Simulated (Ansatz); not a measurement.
# armchair graphene nanoribbon (N = 8, H edges): bands under strain

What gap, if any, does the armchair graphene nanoribbon (N = 8, H edges) have, and how does it change under strain?

Main program and level: Ansatz 0.2.0; DFT PBE, plane waves, PAW; relaxation of a wire's period, in the first sound run; inputs show where later runs differ.

Most raw output is cut from this account.

## Step 1: The structure

The cell holds 20 atoms: 16 C and 4 H. Cell: a = 17.462 Å, b = 7.000 Å, c = 4.260 Å, α = 90.0°, β = 90.0°, γ = 90.0°. Vacuum lies along a and b. The structure's axis is c.

## Step 2: The relaxed wire

Band widths follow the bond lengths, so the wire is relaxed first. The atoms and the third cell vector are free; the box across stays fixed as vacuum. A Fermi-Dirac smearing is set since the result may be a metal. The pressure printed is a third of the stress's trace over the whole box, vacuum included; only the stress along the axis is relaxed.

input.yaml

```yaml
crystal:
  lattice:
    - [17.462, 0.0, 0.0]
    - [0.0, 7.0, 0.0]
    - [0.0, 0.0, 4.26]
  atoms:
    - { symbol: C, position: [0.253501728, 0.5, 0.0] }
    - { symbol: C, position: [0.394351124, 0.5, 0.0] }
    - { symbol: C, position: [0.53520052, 0.5, 0.0] }
    - { symbol: C, position: [0.676049915, 0.5, 0.0] }
    - { symbol: C, position: [0.253501728, 0.5, 0.333333333] }
    - { symbol: C, position: [0.394351124, 0.5, 0.333333333] }
    - { symbol: C, position: [0.53520052, 0.5, 0.333333333] }
    - { symbol: C, position: [0.676049915, 0.5, 0.333333333] }
    - { symbol: H, position: [0.799541111, 0.5, 0.374413146] }
    - { symbol: H, position: [0.200435231, 0.5, 0.458920188] }
    - { symbol: C, position: [0.323926426, 0.5, 0.5] }
    - { symbol: C, position: [0.464775822, 0.5, 0.5] }
    - { symbol: C, position: [0.605625218, 0.5, 0.5] }
    - { symbol: C, position: [0.746474613, 0.5, 0.5] }
    - { symbol: C, position: [0.323926426, 0.5, 0.833333333] }
    - { symbol: C, position: [0.464775822, 0.5, 0.833333333] }
    - { symbol: C, position: [0.605625218, 0.5, 0.833333333] }
    - { symbol: C, position: [0.746474613, 0.5, 0.833333333] }
    - { symbol: H, position: [0.200435231, 0.5, 0.874413146] }
    - { symbol: H, position: [0.799541111, 0.5, 0.958920188] }
kpoints:
  mp_grid: { grid: [1, 1, 19] }
scf:
  occupations: { method: fermi_dirac, width: 0.05 }
hamiltonian:
  xc: pbe
relax:
  cell: { fix: [a, b, alpha, beta, gamma] }
  max_steps: 45
  f_tol: 0.03
```

Run with:

```sh
ansatz run input.yaml --threads 4 --pin off --max-ram 16384MiB --backend cpu --events-out ev --progress --plain --runs-dir out
```

Elapsed: 30 s, on 4 threads of Arm Neoverse V1, shared host; peak memory 1.1 GiB; 96 s of CPU time.

Step by step:

| step | energy less that of the first step (eV) | largest force component (eV/Å) | pressure (GPa) | volume (Å³) |
| --- | --- | --- | --- | --- |
| 1 | 0.0000 | 2.4377 | 0.53 | 520.72 |
| 2 | -0.1974 | 0.7440 | 0.15 | 524.49 |
| 3 | -0.2134 | 0.0458 | 0.07 | 525.02 |
| 4 | -0.2135 | 0.0143 | 0.03 | 525.13 |
| 5* | -0.2179 | 0.0138 | 0.04 | 525.13 |

Relaxation steps marked * repeat the geometry before them on a plane-wave basis chosen anew for their cell, so energy and pressure can jump there.

Forces are held to the 8 operations that the run works with; a distortion that breaks them can't arise in this run.

```csv
cell as run,before,after,change
c (Å),4.260,4.296,+0.8 %
```

The atoms that moved most (Å, along periodic axes as changes of fractional coordinates times the final cell, across vacuum about the mean position):

```
atom      dx     dy      dz  length
 H10  -0.016  0.000  -0.057   0.059
 H20   0.016  0.000  -0.057   0.059
 H19  -0.016  0.000   0.057   0.059
  H9   0.016  0.000   0.057   0.059
  C1   0.016  0.000   0.031   0.035
  C5   0.016  0.000  -0.031   0.035
 C14  -0.016  0.000   0.031   0.035
 C18  -0.016  0.000  -0.031   0.035
```

This step gave:

```yaml
energy_at_zero_smearing: -4078.2502 eV
cell_length_along_the_wire: 4.296 Å
```

The cell's length comes to 4.296 Å with spin left out.

## Step 3: The wire at its relaxed period

This step: DFT PBE, plane waves, PAW; bands of a perfect wire (Ansatz 0.2.0).

At the relaxed period the bands are computed along the axis; those that cross an energy going forward count the channels that a perfect wire would open there.

input.yaml

```yaml
crystal:
  lattice:
    - [17.462, 0.0, 0.0]
    - [0.0, 7.0, 0.0]
    - [0.0, 0.0, 4.2961257637]
  atoms:
    - { symbol: C, position: [0.254439002, 0.5, 0.007192196] }
    - { symbol: C, position: [0.393956861, 0.5, 0.999902275] }
    - { symbol: C, position: [0.535233506, 0.5, 0.000606498] }
    - { symbol: C, position: [0.676549831, 0.5, 0.999388981] }
    - { symbol: C, position: [0.254439002, 0.5, 0.326141137] }
    - { symbol: C, position: [0.393956861, 0.5, 0.333431058] }
    - { symbol: C, position: [0.535233506, 0.5, 0.332726836] }
    - { symbol: C, position: [0.676549831, 0.5, 0.333944352] }
    - { symbol: H, position: [0.800443351, 0.5, 0.387668436] }
    - { symbol: H, position: [0.19953299, 0.5, 0.445664897] }
    - { symbol: C, position: [0.32342651, 0.5, 0.499388981] }
    - { symbol: C, position: [0.464742836, 0.5, 0.500606498] }
    - { symbol: C, position: [0.606019481, 0.5, 0.499902275] }
    - { symbol: C, position: [0.74553734, 0.5, 0.507192196] }
    - { symbol: C, position: [0.32342651, 0.5, 0.833944352] }
    - { symbol: C, position: [0.464742836, 0.5, 0.832726836] }
    - { symbol: C, position: [0.606019481, 0.5, 0.833431058] }
    - { symbol: C, position: [0.74553734, 0.5, 0.826141137] }
    - { symbol: H, position: [0.19953299, 0.5, 0.887668436] }
    - { symbol: H, position: [0.800443351, 0.5, 0.945664897] }
kpoints:
  mp_grid: { grid: [1, 1, 19] }
  band_path: { path: ["Γ", Z], npoints: 90 }
scf:
  occupations: { method: fermi_dirac, width: 0.05 }
hamiltonian:
  xc: pbe
output:
  dos: { e_range: [-5, 4] }
  write_potential: true
  write_density: true
  volumetric_format: npy
```

Elapsed: 33 s, on 4 threads; peak memory 1.6 GiB; 2.1 min of CPU time.

Numbers from this step:

```
band gap : 0.2537 eV
```

Electronic bands along the path, in eV, zero at the Fermi level:

| point | band 31 | band 32 | band 33 | band 34 | band 35 | band 36 | band 37 | band 38 |
| --- | --- | --- | --- | --- | --- | --- | --- | --- |
| Γ | -2.06 | -1.87 | -1.24 | -0.13 | 0.13 | 1.11 | 1.60 | 1.96 |
| halfway | -3.37 | -2.91 | -2.00 | -1.99 | 1.74 | 1.87 | 2.98 | 3.16 |
| Z | -3.74 | -3.74 | -2.62 | -2.62 | 2.10 | 2.10 | 3.66 | 3.66 |

The gap is 0.254 eV, with spin left out.

The path shows a direct gap of 0.25 eV (valence top at Γ, conduction bottom at Γ).

## Step 4: At a strained period, period over the relaxed period 0.96, k-mesh 1×1×15

This step: DFT PBE, plane waves, PAW; relaxation at a fixed period (Ansatz 0.2.0).

The period is set to 0.96 times the relaxed one and the atoms relax within it: strain changes bond lengths and angles, which shifts the bands against each other. Against the first PBE run of this kind, the mesh along the wire has 15 points against 19.

The cell differs from the one that the last finished run ended in (c 4.296 → 4.124 Å).

input.yaml, as its differences from that of step 3:

```diff
@@ -4,3 +4,3 @@
     - [0.0, 7.0, 0.0]
-    - [0.0, 0.0, 4.2961257637]
+    - [0.0, 0.0, 4.1242807332]
   atoms:
@@ -27,3 +27,3 @@
 kpoints:
-  mp_grid: { grid: [1, 1, 19] }
+  mp_grid: { grid: [1, 1, 15] }
   band_path: { path: ["Γ", Z], npoints: 90 }
@@ -33,6 +33,6 @@
   xc: pbe
+relax:
+  max_steps: 40
+  f_tol: 0.02
 output:
-  dos: { e_range: [-5, 4] }
-  write_potential: true
-  write_density: true
-  volumetric_format: npy
+  stress: true
```

It took 41 s on 4 threads; peak memory 1.6 GiB; 2.5 min of CPU time.

Step by step:

| step | energy less that of the first step (eV) | largest force component (eV/Å) |
| --- | --- | --- |
| 1 | 0.0000 | 1.6612 |
| 2 | -0.1254 | 0.3874 |
| 3 | -0.1408 | 0.0815 |
| 4 | -0.1411 | 0.0172 |
| 5 | -0.1411 | 0.0171 |

Forces are held to the 8 operations that the run works with; a distortion that breaks them can't arise in this run.

The atoms that moved most (Å):

| atom | dx | dy | dz | length |
| --- | --- | --- | --- | --- |
| H20 | 0.033 | 0.000 | 0.049 | 0.059 |
| H9 | 0.033 | 0.000 | -0.049 | 0.059 |
| H10 | -0.033 | 0.000 | 0.049 | 0.059 |
| H19 | -0.033 | 0.000 | -0.049 | 0.059 |
| C5 | -0.045 | 0.000 | 0.015 | 0.048 |
| C1 | -0.045 | 0.000 | -0.015 | 0.048 |
| C18 | 0.045 | 0.000 | 0.015 | 0.048 |
| C14 | 0.045 | 0.000 | -0.015 | 0.048 |

The relaxed structure:

```xyz
20
Lattice="17.4620 0.0000 0.0000 0.0000 7.0000 0.0000 0.0000 0.0000 4.1243" Properties=species:S:1:pos:R:3
C     4.3979    3.5000    0.0142
C     6.8644    3.5000    4.1167
C     9.3527    3.5000   -0.0033
C    11.8365    3.5000    4.1153
C     4.3979    3.5000    1.3606
C     6.8644    3.5000    1.3823
C     9.3527    3.5000    1.3780
C    11.8365    3.5000    1.3837
H    14.0098    3.5000    1.5502
H     3.4517    3.5000    1.8867
C     5.6251    3.5000    2.0532
C     8.1089    3.5000    2.0589
C    10.5972    3.5000    2.0546
C    13.0637    3.5000    2.0763
C     5.6251    3.5000    3.4459
C     8.1089    3.5000    3.4402
C    10.5972    3.5000    3.4445
C    13.0637    3.5000    3.4227
H     3.4517    3.5000    3.6123
H    14.0098    3.5000    3.9489
```

Numbers from this step:

```
band gap : 0.7243 eV
```

The electronic bands at the labelled points (eV, zero at the Fermi level):

```
  point  band 31  band 32  band 33  band 34  band 35  band 36  band 37  band 38
      Γ    -2.18    -1.81    -1.00    -0.36     0.36     1.04     1.66     2.16
halfway    -3.57    -2.92    -2.26    -2.08     1.76     1.83     3.02     3.06
      Z    -3.94    -3.94    -2.86    -2.86     2.00     2.00     3.60     3.60
```

The gap is 0.724 eV, against 0.254 eV under PBE at the relaxed period.

## Step 5: Strain along the wire, period over the relaxed period 0.98, k-mesh 1×1×15

The period is set to 0.98 times the relaxed one and the atoms relax within it: strain changes bond lengths and angles, which shifts the bands against each other. Against the first PBE run of this kind, the mesh along the wire has 15 points against 19.

The cell differs from the one that the last finished run ended in (c 4.124 → 4.210 Å).

input.yaml, as its differences from that of step 4:

```diff
@@ -4,3 +4,3 @@
     - [0.0, 7.0, 0.0]
-    - [0.0, 0.0, 4.1242807332]
+    - [0.0, 0.0, 4.2102032485]
   atoms:
```

Wall time 38 s (4 threads); peak memory 1.7 GiB; 2.3 min of CPU time.

The steps of the relaxation:

| step | energy less that of the first step (eV) | largest force component (eV/Å) |
| --- | --- | --- |
| 1 | 0.0000 | 0.7019 |
| 2 | -0.0283 | 0.1657 |
| 3 | -0.0315 | 0.0350 |
| 4 | -0.0316 | 0.0019 |

Forces are held to the 8 operations that the run works with; a distortion that breaks them can't arise in this run.

The atoms that moved most (Å):

```csv
atom,dx,dy,dz,length
H20,0.016,0.000,0.026,0.030
H9,0.016,0.000,-0.026,0.030
H10,-0.016,0.000,0.026,0.030
H19,-0.016,0.000,-0.026,0.030
C5,-0.022,0.000,0.008,0.024
C1,-0.022,0.000,-0.008,0.024
C18,0.022,0.000,0.008,0.024
C14,0.022,0.000,-0.008,0.024
```

Final coordinates:

```xyz
20
Lattice="17.4620 0.0000 0.0000 0.0000 7.0000 0.0000 0.0000 0.0000 4.2102" Properties=species:S:1:pos:R:3
C     4.4207    3.5000    0.0227
C     6.8721    3.5000    4.2066
C     9.3495    3.5000    0.0003
C    11.8245    3.5000    4.2050
C     4.4207    3.5000    1.3807
C     6.8721    3.5000    1.4071
C     9.3495    3.5000    1.4031
C    11.8245    3.5000    1.4086
H    13.9929    3.5000    1.6060
H     3.4687    3.5000    1.9025
C     5.6370    3.5000    2.0999
C     8.1120    3.5000    2.1054
C    10.5895    3.5000    2.1015
C    13.0409    3.5000    2.1278
C     5.6370    3.5000    3.5137
C     8.1120    3.5000    3.5082
C    10.5895    3.5000    3.5122
C    13.0409    3.5000    3.4858
H     3.4687    3.5000    3.7112
H    13.9929    3.5000    4.0076
```

The gap is 0.493 eV, against 0.254 eV under PBE at the relaxed period.

## Step 6: At a strained period, period over the relaxed period 1.02, k-mesh 1×1×14

The period is set to 1.02 times the relaxed one and the atoms relax within it: strain changes bond lengths and angles, which shifts the bands against each other. Against the first PBE run of this kind, the mesh along the wire has 14 points against 19.

The cell differs from the one that the last finished run ended in (c 4.210 → 4.382 Å).

input.yaml, as its differences from that of step 5:

```diff
@@ -4,3 +4,3 @@
     - [0.0, 7.0, 0.0]
-    - [0.0, 0.0, 4.2102032485]
+    - [0.0, 0.0, 4.382048279]
   atoms:
@@ -27,3 +27,3 @@
 kpoints:
-  mp_grid: { grid: [1, 1, 15] }
+  mp_grid: { grid: [1, 1, 14] }
   band_path: { path: ["Γ", Z], npoints: 90 }
```

The job ended after 40 s (4 threads; peak memory 1.7 GiB; 2.4 min of CPU time).

Step by step:

```csv
step,energy less that of the first step (eV),largest force component (eV/Å)
1,0.0000,0.4809
2,-0.0237,0.1058
3,-0.0260,0.0369
4,-0.0261,0.0124
```

Forces are held to the 8 operations that the run works with; a distortion that breaks them can't arise in this run.

The atoms that moved most (Å):

| atom | dx | dy | dz | length |
| --- | --- | --- | --- | --- |
| H19 | 0.016 | 0.000 | 0.027 | 0.032 |
| H10 | 0.016 | 0.000 | -0.027 | 0.032 |
| H9 | -0.016 | 0.000 | 0.027 | 0.032 |
| H20 | -0.016 | 0.000 | -0.027 | 0.032 |
| C14 | -0.023 | 0.000 | 0.007 | 0.024 |
| C18 | -0.023 | 0.000 | -0.007 | 0.024 |
| C1 | 0.023 | 0.000 | 0.007 | 0.024 |
| C5 | 0.023 | 0.000 | -0.007 | 0.024 |

The relaxed structure:

```xyz
20
Lattice="17.4620 0.0000 0.0000 0.0000 7.0000 0.0000 0.0000 0.0000 4.3820" Properties=species:S:1:pos:R:3
C     4.4658    3.5000    0.0382
C     6.8861    3.5000    4.3843
C     9.3421    3.5000    0.0027
C    11.8043    3.5000    4.3794
C     4.4658    3.5000    1.4224
C     6.8861    3.5000    1.4584
C     9.3421    3.5000    1.4580
C    11.8043    3.5000    1.4633
H    13.9618    3.5000    1.7263
H     3.4998    3.5000    1.9254
C     5.6573    3.5000    2.1884
C     8.1195    3.5000    2.1937
C    10.5755    3.5000    2.1933
C    12.9958    3.5000    2.2293
C     5.6573    3.5000    3.6543
C     8.1195    3.5000    3.6490
C    10.5755    3.5000    3.6495
C    12.9958    3.5000    3.6135
H     3.4998    3.5000    3.9173
H    13.9618    3.5000    4.1165
```

The gap is 0.0222 eV, against 0.254 eV under PBE at the relaxed period.

## Step 7: At a strained period, period over the relaxed period 1.04, k-mesh 1×1×14

The period is set to 1.04 times the relaxed one and the atoms relax within it: strain changes bond lengths and angles, which shifts the bands against each other. Against the first PBE run of this kind, the mesh along the wire has 14 points against 19.

The cell differs from the one that the last finished run ended in (c 4.382 → 4.468 Å).

input.yaml, as its differences from that of step 6:

```diff
@@ -4,3 +4,3 @@
     - [0.0, 7.0, 0.0]
-    - [0.0, 0.0, 4.382048279]
+    - [0.0, 0.0, 4.4679707943]
   atoms:
```

Run time: 45 s. Hardware: 4 threads; peak memory 1.8 GiB.

Step by step:

```csv
step,energy less that of the first step (eV),largest force component (eV/Å)
1,0.0000,0.7794
2,-0.0893,0.1737
3,-0.0985,0.0772
4,-0.0988,0.0258
5,-0.0989,0.0038
```

Forces are held to the 8 operations that the run works with; a distortion that breaks them can't arise in this run.

The atoms that moved most (Å):

```csv
atom,dx,dy,dz,length
H19,0.030,0.000,0.055,0.062
H10,0.030,0.000,-0.055,0.062
H9,-0.030,0.000,0.055,0.062
H20,-0.030,0.000,-0.055,0.062
C14,-0.044,0.000,0.014,0.046
C18,-0.044,0.000,-0.014,0.046
C1,0.044,0.000,0.014,0.046
C5,0.044,0.000,-0.014,0.046
```

Final coordinates:

```xyz
20
Lattice="17.4620 0.0000 0.0000 0.0000 7.0000 0.0000 0.0000 0.0000 4.4680" Properties=species:S:1:pos:R:3
C     4.4871    3.5000    0.0458
C     6.8921    3.5000    4.4722
C     9.3384    3.5000    0.0013
C    11.7963    3.5000    4.4635
C     4.4871    3.5000    1.4435
C     6.8921    3.5000    1.4851
C     9.3384    3.5000    1.4880
C    11.7963    3.5000    1.4938
H    13.9469    3.5000    1.7866
H     3.5146    3.5000    1.9367
C     5.6652    3.5000    2.2295
C     8.1232    3.5000    2.2353
C    10.5695    3.5000    2.2382
C    12.9745    3.5000    2.2798
C     5.6652    3.5000    3.7278
C     8.1232    3.5000    3.7220
C    10.5695    3.5000    3.7191
C    12.9745    3.5000    3.6775
H     3.5146    3.5000    4.0206
H    13.9469    3.5000    4.1707
```

The gap is 0.302 eV, against 0.254 eV under PBE at the relaxed period.

## Step 8: At a strained period, period over the relaxed period 1.06, k-mesh 1×1×14

The period is set to 1.06 times the relaxed one and the atoms relax within it: strain changes bond lengths and angles, which shifts the bands against each other. Against the first PBE run of this kind, the mesh along the wire has 14 points against 19.

The cell differs from the one that the last finished run ended in (c 4.468 → 4.554 Å).

input.yaml, as its differences from that of step 7:

```diff
@@ -4,3 +4,3 @@
     - [0.0, 7.0, 0.0]
-    - [0.0, 0.0, 4.4679707943]
+    - [0.0, 0.0, 4.5538933096]
   atoms:
```

Wall time 46 s (4 threads); peak memory 1.8 GiB.

The gap is 0.524 eV, against 0.254 eV under PBE at the relaxed period.

## Step 9: Side by side

Times are for 4 threads of Arm Neoverse V1, shared host. Results by setting:

```
no.  period over the relaxed period  k-mesh  free energy less the lowest (eV)  pressure (GPa)  band gap (eV)  time  memory (GiB)
  1                            0.96  1×1×15                            0.5400           3.717         0.7243  41 s           1.6
  2                            0.98  1×1×15                           0.01280           1.774         0.4927  38 s           1.7
  3                            1.02  1×1×14                                 0          -1.477        0.02219  40 s           1.7
  4                            1.04  1×1×14                            0.4291          -2.814         0.3023  45 s           1.8
  5                            1.06  1×1×14                             1.116          -4.067         0.5243  46 s           1.8
```

## Step 10: Results

```
cell length, PBE           : 4.296 Å
gap, PBE                   : 0.254 eV
gap, period scaled by 0.96 : 0.724 eV
gap, period scaled by 0.98 : 0.493 eV
gap, period scaled by 1.02 : 0.0222 eV
gap, period scaled by 1.04 : 0.302 eV
gap, period scaled by 1.06 : 0.524 eV
```

Under PBE the cell's length is 4.30 Å, and a gap of 0.25 eV makes it a semiconductor. Strain matters: under PBE the gap goes from 0.25 eV to 0.724 eV at 0.96 times the period, 0.493 eV at 0.98 times the period, 0.0222 eV at 1.02 times the period, 0.302 eV at 1.04 times the period and 0.524 eV at 1.06 times the period. Where the gap is under about 0.35 eV, the smearing of 0.05 eV partly fills the band edges in the SCF.

[Logs are printed without paths, hosts, clocks, repeated set-up lines and the standing remarks that a program may print on its own settings, such as how far it seeks lower states.]

[Hosts, paths, dates, database ids (printed as entryN), source tags and the programs' standing remarks are cut or masked in the printed files.]
